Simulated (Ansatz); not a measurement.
BAs (zincblende), relaxed with r2SCAN: the symmetry is F-43m (No. 216, cubic); a = 4.784 Å in the conventional setting, 13.68 Å³ an atom. Around B lie 4 As at 2.07 Å; around As lie 4 B at 2.07 Å. One-shot G0W0@PBE in Ansatz on a 6×6×6 mesh (contour deformation, no spin-orbit coupling), from a PBE gap of 1.284 eV over the mesh points (the G0W0 gap is indirect on the mesh); the number N of bands summed and the screening cutoff rise together. No spin polarisation and no zero-point or thermal motion.

```
  N  cutoff (eV)  1000/N  G0W0 gap (eV)
 71          100  14.085          1.838
159          180   6.289          1.936
```

Question: Lay a straight line in 1000/N through these rows.

Answer: The slope is -0.0126 eV per unit of 1000/N and the intercept 2.015 eV.

Question: Predict the gap at N = 300 (260 eV).

Answer: 2.015 + (-0.0126) × 3.333 = 1.973 eV; the run gives 1.967 eV, -0.006 eV from the line.

Question: With that run's result added, what limit do the last two rows suggest?

Answer: Their slope is (1.967 − 1.936)/(3.333 − 6.289) = -0.0105, which meets 1/N = 0 at 2.00 eV, against 2.015 eV from the first line. The slope flattens, so the first line overshoots; the k mesh isn't extrapolated.

The runs are scalar-relativistic, without spin-orbit coupling.
